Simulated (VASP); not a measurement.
# CuAu (P4/mmm) in VASP: further runs, part 2 of 2

VASP 6.6.1. The steps go on from the part before.

## (5) Single point, PBE

INCAR

```
SYSTEM = CuAu
ADDGRID  = .FALSE.      
ALGO     = Normal         ! electronic algorithm
EDIFF    = 1E-6           ! SCF threshold, eV
ENCUT    = 460            ! plane-wave cutoff, eV
GGA      = PE             ! functional
ISIF     = 2              ! what is computed and relaxed
ISMEAR   = -5             ! smearing method
LASPH    = .TRUE.         ! aspherical terms in the spheres
LCHARG   = .FALSE.        ! write CHGCAR
LREAL    = .FALSE.        ! projectors in reciprocal space
LWAVE    = .FALSE.        ! write WAVECAR
NBANDS   = 18             ! bands
NELM     = 100            ! most SCF steps
PREC     = Accurate       ! precision mode
SIGMA    = 0.2            ! smearing width, eV
```

KPOINTS

```
k-points
0
G
  10 10 8
  0 0 0
```

POSCAR

```
CuAu
1.0
    2.8107494552      0.0000000000      0.0000000000
    0.0000000000      2.8107494552      0.0000000000
    0.0000000000      0.0000000000      3.6850000000
Au Cu
1 1
Direct
    0.0000000000      0.0000000000      0.0000000000
    0.5000000000      0.5000000000      0.5000000000
```

Potentials or basis: VASP PAW PBE potentials, release 64 (Au, Cu).

Launch:

```bash
$ cat potpaw_PBE.64/Au/POTCAR potpaw_PBE.64/Cu/POTCAR > POTCAR
$ mpirun -np 1 vasp_std > vasp.out
```

OUTCAR:

```text
SYSTEM = CuAu
   EDIFF = 1E-6
   ENCUT = 460
   GGA = PE
   ISIF = 2
   ISMEAR = -5
   LASPH = .TRUE.
   LREAL = .FALSE.
   NELM = 100
   PREC = Accurate

 Found    105 irreducible k-points:

 Following reciprocal coordinates:
            Coordinates               Weight
  0.000000  0.000000  0.000000      1.000000
  0.100000  0.000000  0.000000      4.000000
  0.200000  0.000000  0.000000      4.000000
  0.300000  0.000000  0.000000      4.000000
  0.400000  0.000000  0.000000      4.000000
  0.500000  0.000000  0.000000      2.000000
   k-points           NKPTS =    105   k-points in BZ     NKDIM =    105   number of bands    NBANDS=     18
   number of dos      NEDOS =    301   number of ions     NIONS =      2
   total plane-waves  NPLWV =  11200
   dimension x,y,z NGX =    20 NGY =   20 NGZ =   28
   dimension x,y,z NGXF=    40 NGYF=   40 NGZF=   56
   ions per type =               1   1
   NGX,Y,Z   is equivalent  to a cutoff of  11.83, 11.83, 12.63 a.u.
   NGXF,Y,Z  is equivalent  to a cutoff of  23.66, 23.66, 25.26 a.u.
 SYSTEM =  CuAu
   PREC   = accura    normal or accurate (medium, high low for compatibility)
   ISTART =      0    job   : 0-new  1-cont  2-samecut
   ICHARG =      2    charge: 1-file 2-atom 10-const
   ISPIN  =      1    spin polarized calculation?
   LNONCOLLINEAR =      F non collinear calculations
   LSORBIT =      F    spin-orbit coupling
   LASPH  =      T    aspherical Exc in radial PAW
   ENCUT  =  460.0 eV  33.81 Ry    5.81 a.u.   4.92  4.92  6.44*2*pi/ulx,y,z
   NELM   =    100;   NELMIN=  2; NELMDL= -5     # of ELM steps
   EDIFF  = 0.1E-05   stopping-criterion for ELM
   LREAL  =      F    real-space projection
   EDIFFG = 0.1E-04   stopping-criterion for IOM
   NSW    =      0    number of steps for IOM
   IBRION =     -1    ionic relax: 0-MD 1-quasi-New 2-CG
   NFREE  =      0    steps in history (QN), initial steepest desc. (CG)
   ISIF   =      2    stress and relaxation
   ISYM   =      2    0-nonsym 1-usesym 2-fastsym
   POTIM  = 0.5000    time-step for ionic-motion
   TEBEG  =    0.0;   TEEND  =   0.0 temperature during run
   PSTRESS=    0.0 pullay stress
   NELECT =      22.0000    total number of electrons
   NUPDOWN=      -1.0000    fix difference up-down
   EMIN   =  10.00;   EMAX   =-10.00  energy-range for DOS
   EFERMI =   0.00;   METHOD = LEGACY
   ISMEAR =    -5;   SIGMA  =   0.20  broadening in eV -4-tet -1-fermi 0-gaus
   EFERMI_NEDOS =   21; number of points for ismear=-14 and -15
   IALGO  =     38    algorithm
   IMIX   =      4    mixing-type and parameters
     AMIX     =   0.40;   BMIX     =  1.00
     AMIX_MAG =   1.60;   BMIX_MAG =  1.00
  volume/ion in A,a.u.               =      14.56        98.23
  Fermi-wavevector in a.u.,A,eV,Ry     =   1.491152  2.817868 30.253005  2.223533
  Thomas-Fermi vector in A             =   2.603843
   LORBIT       =      0    0 simple, 1 ext, 2 COOP (PROOUT), +10 PAW based schemes
   GGA     = PE    functional components
   LHFCALC =     F    Hartree Fock is set to
   AEXX    =    0.0000 exact exchange contribution
   IVDW    =     0    specifies the selected vdW correction
   LEPSILON=     F    determine dielectric tensor
   LRPA    =     F    only Hartree local field effects (RPA)
 non-spin polarized calculation
 Fermi weights with tetrahedron method with Bloechl corrections
  energy-cutoff  :      460.00
  volume of cell :       29.11
 maximum number of plane-waves:       676
 NGX is ok and might be reduce to    20
   NGX =  9   NGY =  9   NGZ = 13

 number of electron      22.0000020 magnetization

 Free energy of the ion-electron system (eV)
  ---------------------------------------------------
  ext. energy  EPLUGINS =         0.00000000
  ---------------------------------------------------
  free energy    TOTEN  =        -7.05535814 eV

  energy without entropy =       -7.05535814  energy(sigma->0) =       -7.05535814

 E-fermi :   8.8350     XC(G=0): -12.6648

 val. band max:        9.0737300770   @ k =   0.5000   0.3000   0.1250
 cond. band min:       8.6077293793   @ k =   0.5000   0.1000   0.0000
 fundamental gap:     -0.4660006978
 Fermi energy:         8.8349971900

 k-point     1 :       0.0000    0.0000    0.0000
  band No.  band energies     occupation
      1      -1.0384      2.00000
      2       2.1088      2.00000
      3       2.2727      2.00000
      4       4.6608      2.00000
      5       4.6608      2.00000
      6       5.7159      2.00000
      7       5.9263      2.00000
      8       6.6100      2.00000
      9       7.0528      2.00000
     10       7.2743      2.00000
     11       7.2743      2.00000
     12      10.8379      0.00000
     13      16.7586      0.00000
     14      18.7619      0.00000
     15      18.7619      0.00000
     16      25.4640      0.00000
     17      25.5494      0.00000
     18      26.1354      0.00000

 k-point     2 :       0.1000    0.0000    0.0000
  band No.  band energies     occupation
      1      -0.8063      2.00000
      2       2.2206      2.00000
      3       2.4098      2.00000
      4       4.5178      2.00000
      5       4.7143      2.00000
      6       5.6139      2.00000
      7       5.9621      2.00000
      8       6.6015      2.00000
      9       6.9467      2.00000
     10       6.9584      2.00000
     11       7.2265      2.00000
     12      11.4832      0.00000
     13      16.3700      0.00000
     14      17.7371      0.00000
     15      19.1578      0.00000
     16      25.1708      0.00000
     17      26.2106      0.00000
     18      27.2681      0.00000

 k-point     3 :       0.2000    0.0000    0.0000
  band No.  band energies     occupation
      1      -0.1544      2.00000
      2       2.4481      2.00000
      3       2.8806      2.00000
      4       4.1343      2.00000
      5       4.8663      2.00000
      6       5.3392      2.00000
      7       6.0144      2.00000
      8       6.4130      2.00000
      9       6.6263      2.00000
     10       6.7492      2.00000
     11       7.0897      2.00000
     12      12.9462      0.00000
     13      14.3297      0.00000
     14      17.2692      0.00000
     15      20.2554      0.00000
     16      24.1180      0.00000
     17      25.7192      0.00000
     18      27.5580      0.00000

 k-point     4 :       0.3000    0.0000    0.0000
  band No.  band energies     occupation
      1       0.7697      2.00000
      2       2.7507      2.00000
      3       3.5559      2.00000
      4       3.6676      2.00000
      5       4.9962      2.00000
      6       5.0875      2.00000
      7       5.9635      2.00000
      8       6.0235      2.00000
      9       6.5440      2.00000
     10       6.8152      2.00000
     11       6.8868      2.00000
     12      11.9023      0.00000
     13      14.7682      0.00000
     14      17.3648      0.00000
     15      21.8714      0.00000
     16      22.5714      0.00000
     17      23.9013      0.00000
     18      26.4570      0.00000

 k-point     5 :       0.4000    0.0000    0.0000
  band No.  band energies     occupation
      1       1.6527      2.00000
      2       3.1161      2.00000
      3       3.3097      2.00000
      4       4.1051      2.00000
      5       4.7234      2.00000
      6       5.3155      2.00000
      7       5.8027      2.00000
      8       5.8452      2.00000
      9       6.4054      2.00000
     10       6.6736      2.00000
     11       7.2592      2.00000
     12       9.8185     -0.11444
     13      16.7518      0.00000
     14      17.7491      0.00000
     15      20.9613      0.00000
     16      21.6806      0.00000
     17      23.8479      0.00000
     18      25.2384      0.00000

 k-point     6 :       0.5000    0.0000    0.0000
  band No.  band energies     occupation
      1       2.0186      2.00000
      2       3.1785      2.00000
      3       3.3675      2.00000
      4       4.2441      2.00000
      5       4.6212      2.00000
      6       5.4252      2.00000
      7       5.7309      2.00000
      8       5.7972      2.00000
      9       6.3570      2.00000
     10       6.5695      2.00000
     11       7.8897      2.00000
     12       8.5636      1.02589
     13      18.1499      0.00000
     14      18.2282      0.00000
     15      20.0517      0.00000
     16      20.1032      0.00000
     17      24.7353      0.00000
     18      25.8654      0.00000

 [... further k-points ...]

------------------------ aborting loop because EDIFF is reached ----------------------------------------

  FORCE on cell =-STRESS in cart. coord.  units (eV):
  Direction    XX          YY          ZZ          XY          YZ          ZX
  --------------------------------------------------------------------------------------
  -------------------------------------------------------------------------------------
  Total        0.7872187      0.7872187      0.7150770      0.0000000      0.0000000     -0.0000000
  in kB       43.3235670     43.3235670     39.3533420      0.0000000      0.0000000     -0.0000000
  external PRESSURE =      42.0001587 kB  Pullay stress =       0.0000000 kB

 VOLUME and BASIS-vectors are now :
 -----------------------------------------------------------------------------
  energy-cutoff  :      460.00
  volume of cell :       29.11
      direct lattice vectors                 reciprocal lattice vectors
     2.810749455  0.000000000  0.000000000     0.355776997  0.000000000  0.000000000
     0.000000000  2.810749455  0.000000000     0.000000000  0.355776997  0.000000000
     0.000000000  0.000000000  3.685000000     0.000000000  0.000000000  0.271370421

 POSITION                                       TOTAL-FORCE (eV/Angst)
 -----------------------------------------------------------------------------------
      0.00000      0.00000      0.00000         0.000000      0.000000      0.000000
      1.40537      1.40537      1.84250         0.000000      0.000000      0.000000
 -----------------------------------------------------------------------------------
    total drift:                               -0.000000      0.000000      0.000000

  FREE ENERGIE OF THE ION-ELECTRON SYSTEM (eV)
  ---------------------------------------------------
  free  energy   TOTEN  =        -7.0553581367 eV

  energy  without entropy=       -7.0553581367  energy(sigma->0) =       -7.05535814
```

Wall time 39 s (1 thread of Intel Xeon Platinum 8375C at 2.90GHz (Ice Lake), shared host); peak memory 0.17 GiB.

These settings aren't checked as converged: the numbers below hold their error.

Results:

```yaml
Free_energy: -7.0554 eV
Pressure: 4.2 GPa
Band_gap_on_the_k_mesh: none (metal or under the smearing width)
```

Caveat: tetrahedron occupations give inexact forces and stress in metals.

## (6) The reference run

An earlier run on the cell as given: functional PBEsol; potentials or basis VASP PAW PBE potentials, release 64 (Au, Cu); cutoff 520 eV; k mesh 9 × 9 × 7; occupations fermi-dirac, width 0.05 eV; no spin polarisation.

- Pressure: -3.9 GPa
- Band gap on the k mesh: none (metal or under the smearing width)
